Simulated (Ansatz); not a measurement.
Runs of Ansatz 0.2.0 on CdS (Hawleyite). It takes space group F-43m (No. 216, cubic). Conventional cell: a = 5.833 Å, b = 5.833 Å, c = 5.833 Å, α = 90.00°, β = 90.00°, γ = 90.00°. Around Cd (site symmetry -43m) lie 4 S at 2.53 Å. S (site symmetry -43m) is surrounded by 4 Cd at 2.53 Å. 

```csv
task,level,potentials or basis,spin,cell,k mesh,cutoff (eV),smearing,mesh quality,gap on the mesh (eV),pressure (GPa),moment (μB),V0 of scaled cells (Å³/atom),B0 (GPa),largest force (eV/Å)
single point,PBEsol0,Ansatz PAW,off,as given,4 × 4 × 4,420,fermi-dirac 0.05 eV,coarse,(c),-0.5,-,-,-,-
electric field gradients,LDA,Ansatz PAW,"SOC, no magnetisation","atoms moved at random, drawn with an rms of 0.02 Å",6 × 6 × 6,420,fermi-dirac 0.01 eV,not flagged,0.84,-2.5,-,-,-,0.16
relaxation of the atoms,LDA,Ansatz PAW,"non-collinear, ferromagnetic start, SOC","atoms relaxed from: atoms moved at random, drawn with an rms of 0.15 Å",6 × 6 × 6,420,fermi-dirac 0.05 eV,not flagged,0.85,-2.5,0.00,-,-,0.01
electrostatic potential,HSE03,Ansatz PAW,off,as given,5 × 5 × 5,420,methfessel-paxton 0.1 eV,not flagged,1.97,1.9,-,-,-,-
projected density of states,rPW86-PBE+D3(BJ),SPMS NC,off,"atoms moved at random, drawn with an rms of 0.15 Å",6 × 6 × 6,653,methfessel-paxton 0.01 eV,not flagged,1.05,3.7,-,-,-,1.32
equation of state,PBE+D3(BJ),PseudoDojo standard,"SOC, no magnetisation",as given,8 × 8 × 8,1388,fermi-dirac 0.1 eV,not flagged,-,-,-,25.08,59,-
equation of state,RPBE,Ansatz PAW,off,volume scaled by 1.15,8 × 8 × 8,420,fermi-dirac 0.15 eV,not flagged,-,-,-,27.10,(a),-
relaxation of cell and atoms,BLYP,Ansatz PAW,"collinear, ferromagnetic start",relaxed from: cell strained at random at fixed volume,6 × 6 × 6,420,fermi-dirac 0.025 eV,not flagged,0.84,0.0,0.00,-,-,-
ladder of functionals,r2SCAN+D4,Ansatz PAW earlier set,off,as given,8 × 8 × 8,620,fermi-dirac 0.01 eV,not flagged,1.60,(b),-,-,-,-
```

Estimate the missing entries.

(a) 47; (b) 0.7; (c) 2.71.

Caveats: some runs use coarse meshes; the PAW data sets come from PBE, with cores solved anew for the run's functional, which leaves a small shift of forces and pressure (some runs); the thresholds are loose for stress (some runs); the starting moments weren't kept (some runs); the potentials were made for another functional, which shifts forces and pressure (some runs); odd divisions of the mesh miss points on the zone boundary, where band edges often lie, so the gap on the mesh can be too wide (some runs); the plane-wave basis is chosen anew once the cell has moved, so the energies of steps on either side of that aren't comparable (some runs).

A k mesh can miss the band edges, and rows without SOC leave out spin-orbit coupling on Cd.
